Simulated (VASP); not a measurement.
Input of a VASP 6.6.1 run:

INCAR

```
SYSTEM = ZrC
PREC = Accurate
ENCUT = 520
EDIFF = 1E-6
ISMEAR = 0
SIGMA = 0.1
LREAL = .False.
LASPH = .True.
NELM = 80
ALGO = Normal
ISIF = 2
LWAVE = .False.
LCHARG = .False.
GGA = PS
NBANDS = 15
```

File KPOINTS:

```
regular mesh
0
Gamma
  16 16 16
  0 0 0
```

File POSCAR:

```
ZrC
1.0
    0.0000000000      2.3345592997      2.3345592997
    2.3345592997      0.0000000000      2.3345592997
    2.3345592997      2.3345592997      0.0000000000
Zr C
1 1
Direct
    0.5000000000      0.5000000000      0.5000000000
    0.0000000000      0.0000000000      0.0000000000
```

Potentials or basis: VASP PAW PBE potentials, release 64 (Zr_sv, C).

Launch:

```sh
$ cat potpaw_PBE.64/Zr_sv/POTCAR potpaw_PBE.64/C/POTCAR > POTCAR
$ mpirun -np 1 vasp_std > vasp.out
```

**Question.** Predict the pressure.

**Answer.** 0.3 GPa.

**Question.** Estimate the band gap on the k mesh.

**Answer.** None (metal or under the smearing width).

Caveat: the PAW data sets were made with another functional, which shifts forces and pressure a little.
